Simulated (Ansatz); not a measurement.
## Computed properties of PbS

```xyz
2
Lattice="0.0000 2.9650 2.9650 2.9650 0.0000 2.9650 2.9650 2.9650 0.0000" Properties=species:S:1:pos:R:3 pbc="T T T"
Pb    0.0000    0.0000    0.0000
S     2.9650    2.9650    2.9650
```

Atom numbers follow the list: Pb1, S2.

The cell comes from COD entry 9000001, which wasn't checked; take it as a given geometry.

No spin–orbit coupling, which matters for the heavy atoms here.

Levels of theory: DFT, LDA, all-electron LAPW, scalar-relativistic (Ansatz 0.2.0); DFT, LDA, PAW with Ansatz's default frozen-core files, scalar-relativistic (Ansatz 0.2.0).

For LAPW: a Γ-centred 8×8×8 k mesh, Fermi–Dirac smearing of 0.01 eV, basis error target 0.5 meV/atom, no spin polarisation. PAW takes a cutoff of 420 eV at this cell (files made with PBE, cores remade for this functional). The Ansatz runs share mesh, smearing and spin set-up. Values come from LAPW unless marked.

```yaml
Pressure_at_this_cell: -2.53 GPa
Volume_per_atom: 26.07 Å³
```

Predict this quantity. Bader charges (from the PAW run).

Pb1 +0.93, S2 -0.93 e.

Predict this quantity. Löwdin charges (with 0.05 e of the cell spilling out of the atomic basis, so their sizes and signs hang on that basis).

Pb1 0.42, S2 -0.38 e.

Predict this quantity. Band gap.

0.22 eV, direct at L (0.5, 0.5, 0.5) (so small a gap may close at points that the mesh and path miss).
